Two elementary charges 2 Å apart, about a bond length, have a Coulomb energy of roughly 7 eV. Inside a crystal the other electrons shield that energy by the electronic dielectric constant ε, the response of the electrons with the nuclei held still. About 0.7 eV is left where ε is 10, and more than 2 eV where ε is 3. These are the sizes by which a PBE calculation typically underestimates a band gap, and they suggest that the error depends on how easily a crystal's electrons are polarised.

Band gaps of twelve crystals, computed with Quantum ESPRESSO 7.5 (plane-wave DFT, PBE) at the given, unrelaxed structures, without spin polarisation or spin-orbit coupling and with Fermi-Dirac smearing of 0.05 eV. The computed gap is the distance between the highest filled and lowest empty Kohn-Sham levels found on the listed k-mesh.

```
formula  space group  volume of the given cell (Å³/atom)      potentials or basis  wave cutoff (eV)   k-mesh  computed band gap (eV)  measured band gap (eV)  range of the values found (eV)                                                                                                              what was measured, and how                         source  computed less measured (eV)
 Bi2Te3         R-3m                               33.87  SSSP 1.3 efficiency PBE               748    7x7x7                   0.279                    0.15                   0.13 to 0.175                                                  experimental band gap, approximate, quoted from earlier work; not stated; bulk crystal             pmc:4990697 (2016)                         0.13
   TePb        Fm-3m                               33.73  SSSP 1.3 efficiency PBE               748    7x7x7                       1                     0.2                    0.19 to 0.32                                                                 band gap at L from dI/dV; scanning tunneling spectroscopy; bulk crystal        arXiv:2304.02844 (2023)                         0.80
  SnSe2        P-3m1                               25.73  SSSP 1.3 efficiency PBE               816    8x8x5                   0.801                     1.2                       1 to 1.21                                                  direct optical gap from Tauc plot, 1200 nm film (bulk-like); diffuse reflectance; film             pmc:5680184 (2017)                        -0.40
   MoS2     P6_3/mmc                               17.86  SSSP 1.3 efficiency PBE               816  10x10x3                   0.931                    1.32                     1.3 to 1.87                                                                           optical gap from UV-Vis absorption; UV-Vis absorption; powder            pmc:10305116 (2023)                        -0.39
   GaAs        F-43m                               22.59  SSSP 1.3 efficiency PBE               952    8x8x8                   0.534                    1.42                   1.412 to 1.52                      band-edge photoluminescence emission energy of the GaAs substrate; time-integrated photoluminescence; bulk crystal         arXiv:1409.8467 (2014)                        -0.89
   CdTe        F-43m                               32.92  SSSP 1.3 efficiency PBE               816    7x7x7                   0.868                     1.5                   1.44 to 1.592                                                                                  optical gap from Tauc plot; optical spectroscopy; film         arXiv:1103.4539 (2011)                        -0.63
    GaP        F-43m                               20.24  SSSP 1.3 efficiency PBE               952    8x8x8                   1.643                    2.25                    2.24 to 2.34                                                    optical gap from Tauc plot (fundamental, indirect); spectroscopic ellipsometry; film        arXiv:2002.02774 (2020)                        -0.61
    CdS        F-43m                               24.81  SSSP 1.3 efficiency PBE               816    8x8x8                   1.119                    2.42                       one value                             optical gap from inflexion point of photoacoustic spectrum, as-grown film; photoacoustic spectroscopy; film  arXiv:cond-mat/9501125 (1995)                        -1.30
    GaN        F-43m                               11.44             SG15 PBE 1.2               952    8x8x8                   1.776                    3.23                       one value  absorption onset (direct gap at Gamma) of unexcited film, from imaginary part of dielectric function; spectroscopic ellipsometry; film        arXiv:2206.02223 (2022)                        -1.45
    ZnO       P6_3mc                               11.90  SSSP 1.3 efficiency PBE               748    9x9x5                   0.804                    3.27                      3.2 to 3.4                                                      photoluminescence peak maximum (below the absorption gap); photoluminescence; film        arXiv:1709.04668 (2017)                        -2.47
    AlN       P6_3mc                               10.45             SG15 PBE 1.2              1020    6x6x4                   4.232                   6.038                    5.96 to 6.18                     optical (excitonic) gap: Gamma5 n=1 free exciton transition energy, E perpendicular to c; cathodoluminescence; film        arXiv:2305.10542 (2023)                        -1.81
  Al2O3         R-3c                                8.50  SSSP 1.3 efficiency PBE               748    7x7x7                   6.211                     8.7                      8.7 to 9.4                                                              optical band gap of host from absorption; optical absorption; bulk crystal             pmc:5906618 (2018)                        -2.49
```

Ten of the twelve computed gaps are too small; Bi2Te3 and PbTe (listed as TePb) are the exceptions. The size of the gap alone does not settle the size of the error. ZnO and GaN have almost the same measured gap, yet ZnO falls short by 1.0 eV more. Its shortfall of 2.5 eV equals that of Al2O3, whose measured gap is more than twice as wide.

**Where the lost energy comes from**

A measured fundamental gap is the cost of taking an electron out of the crystal less the energy gained by putting one in. A Kohn-Sham gap is something else: the distance between the highest filled and the lowest empty level of a crystal whose electron number stays fixed. When an electron is added across the gap, the exact exchange-correlation potential jumps upwards by a constant. PBE builds its potential from the local density and its slope, which one electron spread over a whole crystal hardly changes, so the jump is lost.

The jump has its root in exchange. An electron in a filled level does not repel itself, and exchange removes that self-repulsion; an electron placed in an empty level has no such relief. The difference is a Coulomb energy of order e²/d, where e is the elementary charge and d the bond length. The surrounding electrons polarise and weaken it by roughly the factor ε. With D for the measured gap less the computed one, the argument gives

D ≈ C/ε

where C is a constant of several electronvolts. The steps suggest the form and the order of magnitude. They do not fix the value of C, partly because screening over a single bond is weaker than ε implies.

**Putting in the number**

The eight crystals from GaAs to Al2O3 in the table allow a fair trial, although some of the measured values, such as those of ZnO and AlN, are optical energies slightly below the fundamental gap, and lattice vibrations, which the calculations leave out, lower the measured gaps as well. Spin-orbit coupling, left out of the calculations, would lift the valence top and narrow the gap. One third of the known splitting was therefore added to D where it matters, about 0.3 eV in CdTe and 0.1 eV in GaAs. A least-squares fit through zero, with rough recalled values of ε, then gives C = 7.9 eV. This has the size expected from e²/d, which lies between about 5 and 8 eV in these crystals. Using one C for all of them ignores that spread.

GaN, which was part of the fit, shows how the estimate works. With ε of about 5.3,

D ≈ 7.9 eV / 5.3 ≈ 1.5 eV

The table gives 3.23 − 1.78 = 1.45 eV. Over the eight crystals the typical miss is 0.2 eV. A straight line in the measured gap misses by 0.4 eV, although it has two adjustable constants instead of one.

That advantage rests largely on ZnO. Without it, the shortfall correlates almost equally well with 1/ε (0.96) and with the measured gap (0.94), because crystals with wide gaps are usually hard to polarise. ZnO separates the two ideas because it combines a moderate gap with weak screening. The case for screening therefore stands on the physical argument together with this one telling crystal, and even there part of the error has a second cause, described below.

The same reasoning predicts what happens when an anion is exchanged for a lighter one of its group. Sulphur holds its electrons more tightly than tellurium, so CdS screens less than CdTe and should have the larger error. For this pair the table agrees (GaAs and GaP, discussed below, run the other way): the shortfall rises from 0.6 to 1.3 eV. Part of this rise, about 0.3 eV, only reflects the spin-orbit coupling left out of CdTe, which makes its raw error look better than it is.

**Where screening alone is not enough**

Screening places ZnO above GaN, but not far enough: the estimate is 2.1 eV against an actual 2.5 eV, the largest miss of the eight. The established reason is the filled 3d shell of zinc. PBE puts these levels too high, close to the oxygen 2p levels, and the two repel each other. The valence top is pushed up and the gap shrinks further. In GaN the gallium 3d levels lie much deeper below the valence top, so the effect is weaker. The two crystals were computed with different sets of potentials, but such a change normally shifts a gap by far less than the 1 eV that separates their errors.

GaAs and GaP break the rule in another way. GaAs screens slightly better, yet its error is larger, 0.9 eV against 0.6 eV. The gaps end in different kinds of state: the lowest empty level of GaAs lies at the zone centre Γ, that of GaP near the zone face at X. If the smallest direct gap of GaP in the same calculation, 1.83 eV, is set against a rough recalled measured value of 2.8 eV, the error becomes about 1 eV, much as in GaAs. The correction thus depends on the state, and a single ε for each crystal cannot express that.

**Four crystals where the comparison itself is uneven**

PbTe appears to contradict everything above, with a computed gap of 1.0 eV against a measured 0.2 eV. Its true gap lies at the point L on the zone boundary, which a mesh with seven divisions steps over, so the calculation reports a wider gap found elsewhere. Spin-orbit coupling, strong in lead and tellurium, would narrow the gap as well. The calculation does not tell how much each contributes, but neither is a sign that PBE itself overestimates gaps.

Bi2Te3 looks like a success, only 0.13 eV from the measured value. In the real crystal spin-orbit coupling exchanges the order of the bands around Γ and moves the band edges away from it. The calculation leaves this coupling out and finds both edges at Γ, in the ordinary order. The two numbers are close, but they belong to different electronic states.

In the layered crystals SnSe2 and MoS2 it matters which kind of gap is compared. For SnSe2 the computed gap is indirect and the measured one direct. The smallest direct gap on the mesh is 1.09 eV, which shrinks the apparent error from 0.4 to 0.1 eV. Even this small error is no proof of accuracy: large forces on the selenium atoms show that they sit noticeably away from their PBE equilibrium positions, and the mesh misses the point L, where the conduction minimum is known to lie. The reported values for MoS2 run from 1.3 to 1.87 eV and probably mix indirect and direct transitions, so its error depends on which of them is chosen.

**What follows for a gate stack**

An insulator blocks leakage through two barriers, one for electrons and one for holes. When the gap of the semiconductor lies inside that of the insulator, the two barriers add up to the difference of the gaps. The alumina in real gates is usually amorphous and has a smaller gap, but the crystal shows the effect. For crystalline Al2O3 on GaAs, PBE makes this sum 1.6 eV too small, because the gap of the insulator falls short by 2.5 eV and that of the semiconductor by only 0.9 eV. Shifting both gaps by the same amount would leave the error untouched, so each material needs its own correction. The true discrepancy may be larger still, since measured gaps of Al2O3 reach 9.4 eV and the comparison uses 8.7 eV.

A neighbouring method shows the same physics from the other side. The simplest hybrid functionals restore part of the lost energy by mixing in a fixed share of exact exchange at all distances, which amounts to assuming one value of 1/ε for every crystal. A share of one quarter suits an ε near 4. It tends to be too little for insulators that screen weakly and too much for semiconductors that screen strongly. The question to ask of a new material is therefore the same for both methods: how readily do its electrons polarise?
